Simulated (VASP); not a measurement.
# Y in VASP: relaxation of the atoms with PBE+D3(BJ)

Aim: the relaxation of the atoms of Y with PBE+D3(BJ).

Program: VASP 6.6.1. These are calculated values, not measurements. Logs are shortened: lines on timing, memory, paths and dates and some standing lists are left out, and cuts for length are marked.

### 1 The structure

The cell holds a slab with vacuum, 3 atoms: a = 3.594 Å, b = 3.594 Å, c = 23.910 Å, α = 90.00°, β = 90.00°, γ = 120.00°.

The cell was built by a generator and needn't be a form met in nature.

### 2 Relaxation of the atoms, PBE+D3(BJ)

INCAR

```
SYSTEM = Y
PREC = Accurate
ENCUT = 520
EDIFF = 1E-6
ISMEAR = 1
SIGMA = 0.1
LREAL = .FALSE.
LASPH = .TRUE.
NELM = 120
ALGO = Normal
ISIF = 2
LWAVE = .FALSE.
LCHARG = .FALSE.
LDIPOL = .TRUE.
IDIPOL = 3
DIPOL = 0.5 0.5 0.500
GGA = PE
IVDW = 12
IBRION = 2
NSW = 90
EDIFFG = -0.02
KPAR = 2
```

KPOINTS

```
Automatic mesh
0
G
  11 11 1
  0 0 0
```

POSCAR

```
Y
1.0
    3.5936872800      0.0000000000      0.0000000000
   -1.7968436400      3.1122245200      0.0000000000
    0.0000000000      0.0000000000     23.9101451400
Y
3
Selective dynamics
Direct
    0.6666670000      0.3333330000      0.3826827500  F F F
    0.3333330000      0.6666670000      0.5000000000  T T T
    0.6666670000      0.3333330000      0.6173172500  T T T
```

Potentials or basis: VASP PAW PBE potentials, release 64 (Y_sv).

On the command line:

```sh
$ cat potpaw_PBE.64/Y_sv/POTCAR > POTCAR
$ mpirun -np 2 vasp_std > vasp.out
```

OUTCAR:

```text
SYSTEM = Y
   PREC = Accurate
   ENCUT = 520
   EDIFF = 1E-6
   ISMEAR = 1
   LREAL = .FALSE.
   LASPH = .TRUE.
   NELM = 120
   ISIF = 2
   GGA = PE
   IVDW = 12
   IBRION = 2
   NSW = 90
   EDIFFG = -0.02
 IVDW          = 12

 ion  position               nearest neighbor table
   1  0.667  0.333  0.383-   2 3.49   2 3.49   2 3.49
   2  0.333  0.667  0.500-   1 3.49   3 3.49   1 3.49   3 3.49   1 3.49   3 3.49
   3  0.667  0.333  0.617-   2 3.49   2 3.49   2 3.49

  LATTYP: Found a hexagonal cell.
 ALAT       =     3.5936872800
 C/A-ratio  =     6.6533738962

  Lattice vectors:

 A1 = (   3.5936872800,   0.0000000000,   0.0000000000)
 A2 = (  -1.7968436400,   3.1122245200,   0.0000000000)
 A3 = (   0.0000000000,   0.0000000000,  23.9101451400)

Analysis of symmetry for initial positions (statically):
=====================================================================
 Subroutine PRICEL returns:
 Original cell was already a primitive cell.

 Routine SETGRP: Setting up the symmetry group for a
 hexagonal supercell.

 Subroutine GETGRP returns: Found 12 space group operations
 (whereof 12 operations were pure point group operations)
 out of a pool of 24 trial point group operations.

The static configuration has the point symmetry D_3h.

Analysis of symmetry for dynamics (positions and initial velocities):
=====================================================================
 Subroutine PRICEL returns:
 Original cell was already a primitive cell.

 Routine SETGRP: Setting up the symmetry group for a
 hexagonal supercell.

 Subroutine GETGRP returns: Found 12 space group operations
 (whereof 12 operations were pure point group operations)
 out of a pool of 24 trial point group operations.

The dynamic configuration has the point symmetry D_3h.

Analysis of constrained symmetry for selective dynamics:
=====================================================================
 Subroutine PRICEL returns:
 Original cell was already a primitive cell.

 Routine SETGRP: Setting up the symmetry group for a
 hexagonal supercell.

 Subroutine GETGRP returns: Found  6 space group operations
 (whereof  6 operations were pure point group operations)
 out of a pool of 24 trial point group operations.

The constrained configuration has the point symmetry C_3v.

 Subroutine INISYM returns: Found  6 space group operations
 (whereof  6 operations are pure point group operations),
 and found     1 'primitive' translations

----------------------------------------------------------------------------------------

                                     Primitive cell

  volume of cell :     267.4197

  direct lattice vectors                    reciprocal lattice vectors
     3.593687280  0.000000000  0.000000000     0.278265726  0.160656790  0.000000000
    -1.796843640  3.112224520  0.000000000     0.000000000  0.321313579  0.000000000
     0.000000000  0.000000000 23.910145140     0.000000000  0.000000000  0.041823251

  length of vectors
     3.593687280  3.593687317 23.910145140     0.321313583  0.321313579  0.041823251

  position of ions in fractional coordinates (direct lattice)
     0.666667000  0.333333000  0.382682750
     0.333333000  0.666667000  0.500000000
     0.666667000  0.333333000  0.617317250

  ion indices of the primitive-cell ions
   primitive index   ion index
                 1           1
                 2           2
                 3           3

----------------------------------------------------------------------------------------

 KPOINTS: Automatic mesh

Automatic generation of k-mesh.
 Grid dimensions read from file:
 generate k-points for:   11   11    1

 Generating k-lattice:

  Cartesian coordinates                     Fractional coordinates (reciprocal lattice)
     0.025296884  0.014605163  0.000000000     0.090909091  0.000000000  0.000000000
     0.000000000  0.029210325  0.000000000     0.000000000  0.090909091  0.000000000
     0.000000000  0.000000000  0.041823251     0.000000000  0.000000000  1.000000000

  Length of vectors
     0.029210326  0.029210325  0.041823251

  Shift w.r.t. Gamma in fractional coordinates (k-lattice)
     0.000000000  0.000000000  0.000000000

 Subroutine IBZKPT returns following result:
 ===========================================

 Found     16 irreducible k-points:

 Following reciprocal coordinates:
            Coordinates               Weight
  0.000000  0.000000  0.000000      1.000000
  0.090909  0.000000  0.000000      6.000000
  0.181818  0.000000  0.000000      6.000000
  0.272727  0.000000  0.000000      6.000000
  0.363636  0.000000  0.000000      6.000000
  0.454545 -0.000000  0.000000      6.000000
[... 8 lines left out ...]
  0.272727  0.272727  0.000000      6.000000
  0.363636  0.272727  0.000000      6.000000
   k-points           NKPTS =     16   k-points in BZ     NKDIM =     16   number of bands    NBANDS=     20
   number of dos      NEDOS =    301   number of ions     NIONS =      3
   total plane-waves  NPLWV = 141120
   dimension x,y,z NGX =    28 NGY =   28 NGZ =  180
   dimension x,y,z NGXF=    56 NGYF=   56 NGZF=  360
   ions per type =               3
   NGX,Y,Z   is equivalent  to a cutoff of  12.95, 12.95, 12.52 a.u.
   NGXF,Y,Z  is equivalent  to a cutoff of  25.91, 25.91, 25.03 a.u.
 SYSTEM =  Y
   PREC   = accura    normal or accurate (medium, high low for compatibility)
   ISTART =      0    job   : 0-new  1-cont  2-samecut
   ICHARG =      2    charge: 1-file 2-atom 10-const
   ISPIN  =      1    spin polarized calculation?
   LNONCOLLINEAR =      F non collinear calculations
   LSORBIT =      F    spin-orbit coupling
   LASPH  =      T    aspherical Exc in radial PAW
   ENCUT  =  520.0 eV  38.22 Ry    6.18 a.u.   6.68  6.68 44.46*2*pi/ulx,y,z
   NELM   =    120;   NELMIN=  2; NELMDL= -5     # of ELM steps
   EDIFF  = 0.1E-05   stopping-criterion for ELM
   LREAL  =      F    real-space projection
   EDIFFG = -.2E-01   stopping-criterion for IOM
   NSW    =     90    number of steps for IOM
   IBRION =      2    ionic relax: 0-MD 1-quasi-New 2-CG
   NFREE  =      1    steps in history (QN), initial steepest desc. (CG)
   ISIF   =      2    stress and relaxation
   ISYM   =      2    0-nonsym 1-usesym 2-fastsym
   POTIM  = 0.5000    time-step for ionic-motion
   TEBEG  =    0.0;   TEEND  =   0.0 temperature during run
   PSTRESS=    0.0 pullay stress
   NELECT =      33.0000    total number of electrons
   NUPDOWN=      -1.0000    fix difference up-down
   EMIN   =  10.00;   EMAX   =-10.00  energy-range for DOS
   EFERMI =   0.00;   METHOD = LEGACY
   ISMEAR =     1;   SIGMA  =   0.10  broadening in eV -4-tet -1-fermi 0-gaus
   EFERMI_NEDOS =   21; number of points for ismear=-14 and -15
   IALGO  =     38    algorithm
   IMIX   =      4    mixing-type and parameters
     AMIX     =   0.40;   BMIX     =  1.00
     AMIX_MAG =   1.60;   BMIX_MAG =  1.00
  volume/ion in A,a.u.               =      89.14       601.55
  Fermi-wavevector in a.u.,A,eV,Ry     =   0.815045  1.540212  9.038331  0.664299
  Thomas-Fermi vector in A             =   1.925062
   LORBIT       =      0    0 simple, 1 ext, 2 COOP (PROOUT), +10 PAW based schemes
   GGA     = PE    functional components
   LHFCALC =     F    Hartree Fock is set to
   AEXX    =    0.0000 exact exchange contribution
   IVDW    =    12    specifies the selected vdW correction
   LEPSILON=     F    determine dielectric tensor
   LRPA    =     F    only Hartree local field effects (RPA)
 conjugate gradient relaxation of ions
 non-spin polarized calculation
 Methfessel and Paxton  Order N= 1 SIGMA  =   0.10
  energy-cutoff  :      520.00
  volume of cell :      267.42
 maximum number of plane-waves:      7265
 NGX is ok and might be reduce to    28
   NGX = 13   NGY = 13   NGZ = 89

--------------------------------------- Ionic step        1  -------------------------------------------

 number of electron      33.0000001 magnetization

 Free energy of the ion-electron system (eV)
  ---------------------------------------------------
  ext. energy  EPLUGINS =         0.00000000
  ---------------------------------------------------
  free energy    TOTEN  =       -17.89012000 eV

  energy without entropy =      -17.89568173  energy(sigma->0) =      -17.89197391

------------------------ aborting loop because EDIFF is reached ----------------------------------------

 Edisp (eV)   -0.71994

 E8    (eV) :    -0.3942
[... 198 lines left out ...]
 number of electron      33.0000000 magnetization

------------------------ aborting loop because EDIFF is reached ----------------------------------------

 vacuum level on the upper side and lower side of the slab       (xc-potential included)        -0.016         0.002

 Edisp (eV)   -0.72485

 E8    (eV) :    -0.3970

  FORCE on cell =-STRESS in cart. coord.  units (eV):
  Direction    XX          YY          ZZ          XY          YZ          ZX
  --------------------------------------------------------------------------------------
  -------------------------------------------------------------------------------------
  Total      -0.88233    -0.88233    -0.10147     0.00000     0.00000    -0.00000
  in kB      -5.28628    -5.28628    -0.60793     0.00000     0.00000    -0.00000
  external pressure =       -3.73 kB  Pullay stress =        0.00 kB
[... 59 lines left out ...]
  FREE ENERGIE OF THE ION-ELECTRON SYSTEM (eV)
  ---------------------------------------------------
  free  energy   TOTEN  =       -18.6132049692 eV

  energy  without entropy=      -18.6203668790  energy(sigma->0) =      -18.61559227

 dipolmoment           0.000000      0.000000     -0.000071 electrons x Angstroem

--------------------------------------- Ionic step        8  -------------------------------------------

 number of electron      33.0000000 magnetization

 dipolmoment           0.000000      0.000000      0.000529 electrons x Angstroem

 Free energy of the ion-electron system (eV)
  ---------------------------------------------------
  ext. energy  EPLUGINS =         0.00000000
  ---------------------------------------------------
  free energy    TOTEN  =       -17.88796301 eV

  energy without entropy =      -17.89484882  energy(sigma->0) =      -17.89025828

 E-fermi :  -0.8436     XC(G=0):  -4.1532

 val. band max:       -0.8592341297   @ k =   0.1818   0.0909   0.0000
 cond. band min:      -0.7812247117   @ k =   0.1818   0.0000   0.0000
 fundamental gap:      0.0780094180
 Fermi energy:        -0.8436273104

 k-point     1 :       0.0000    0.0000    0.0000
  band No.  band energies     occupation
      1     -43.8299      2.00000
      2     -43.8280      2.00000
      3     -43.0832      2.00000
      4     -23.9525      2.00000
      5     -23.8730      2.00000
      6     -23.5780      2.00000
[... 357 lines left out ...]
     19      -0.2927     -0.00000
     20      -0.2890     -0.00000

------------------------ aborting loop because EDIFF is reached ----------------------------------------

 vacuum level on the upper side and lower side of the slab       (xc-potential included)        -0.115        -0.013

 Edisp (eV)   -0.72590

 E8    (eV) :    -0.3977

  FORCE on cell =-STRESS in cart. coord.  units (eV):
  Direction    XX          YY          ZZ          XY          YZ          ZX
  --------------------------------------------------------------------------------------
  -------------------------------------------------------------------------------------
  Total      -0.85419    -0.85419    -0.00956     0.00000     0.00000    -0.00000
  in kB      -5.11763    -5.11763    -0.05728     0.00000     0.00000    -0.00000
  external pressure =       -3.43 kB  Pullay stress =        0.00 kB
[... 18 lines left out ...]
  FREE ENERGIE OF THE ION-ELECTRON SYSTEM (eV)
  ---------------------------------------------------
  free  energy   TOTEN  =       -18.6138629718 eV

  energy  without entropy=      -18.6207487806  energy(sigma->0) =      -18.61615824

 reached required accuracy - stopping structural energy minimisation

 vacuum level on the upper side and lower side of the slab         2.284         2.401
```

Run time: 4.6 min. Hardware: 2 MPI ranks of Intel Xeon 6975P-C (Granite Rapids), shared host; peak memory 0.43 GiB.

Results:

| Property | Result |
| --- | --- |
| Free energy | -18.6139 eV |
| Energy gained by relaxing | 1.3 meV/atom |
| Ionic steps | 8 |
| Band gap on the k mesh | none (metal or under the smearing width) |
| Dispersion energy per atom | -0.242 eV |

The path:
```
step  energy change (eV)  largest force (eV/Å)  pressure (GPa)
   1              0.0000                0.0895           -0.51
   2             -0.0004                0.0900           -0.50
   3             -0.0013                0.0884           -0.48
   4             -0.0020                0.0867           -0.42
   5             -0.0025                0.0739           -0.41
   6             -0.0035                0.0339           -0.37
   7             -0.0031                0.0534           -0.29
   8             -0.0038                0.0008           -0.34
```

Final structure:
```yaml
crystal:
  lattice:
    - [3.59369, 0.00000, 0.00000]
    - [-1.79684, 3.11222, 0.00000]
    - [0.00000, 0.00000, 23.91015]
  atoms:
    - { symbol: Y, position: [0.66667, 0.33333, 0.38268] }
    - { symbol: Y, position: [0.33333, 0.66667, 0.49828] }
    - { symbol: Y, position: [0.66667, 0.33333, 0.61386] }
```

Levels at points of the mesh, in eV from the Fermi level:
| k point | band 13 | band 14 | band 15 | band 16 | band 17 | band 18 | band 19 | band 20 |
| --- | --- | --- | --- | --- | --- | --- | --- | --- |
| (0.00, 0.00, 0.00) | -4.30 | -3.40 | -2.21 | 0.11 | 0.25 | 1.08 | 1.60 | 1.60 |
